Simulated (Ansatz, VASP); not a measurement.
**Two plane-wave programs on Te2Mo**

```
Te Mo
1.0
     6.36161    0.00000    0.00000
     0.00000    3.48040    0.00000
    -0.08574    0.00000   36.17589
Te Mo
4 2
Direct
  0.42925 0.75000 0.54070
  0.57075 0.25000 0.45930
  0.92085 0.25000 0.55653
  0.07915 0.75000 0.44347
  0.18135 0.25000 0.49747
  0.81865 0.75000 0.50253
```

Alike in both runs: task single point; functional PBE; k mesh 4 × 8 × 1; occupations gaussian, width 0.012 eV; no spin polarisation.

|  | VASP | Ansatz |
| --- | --- | --- |
| version | VASP 6.6.1 | Ansatz 0.2.0 |
| potentials or method | VASP PAW PBE potentials, release 64 (Te, Mo_sv) | Ansatz PAW |
| plane-wave cutoff (eV) | 520 | 420 |
| valence electrons in the cell | 52 | 92 |

Ansatz gave:

```
gap on the k mesh at the Fermi level (eV) : none
rms of the force components (eV/Å)        : 0.090
```

Task: Which values does VASP return?

Result: gap on the k mesh at the Fermi level (eV): none; rms of the force components (eV/Å): 0.095.

Atom by atom the forces differ by 0.006 eV/Å (rms over components). A gap of «none» marks a metal or a gap that the smearing closes. The two sets of potentials don't hold the same shells in valence.

Spin-orbit coupling is left out, which matters for the levels of Te.
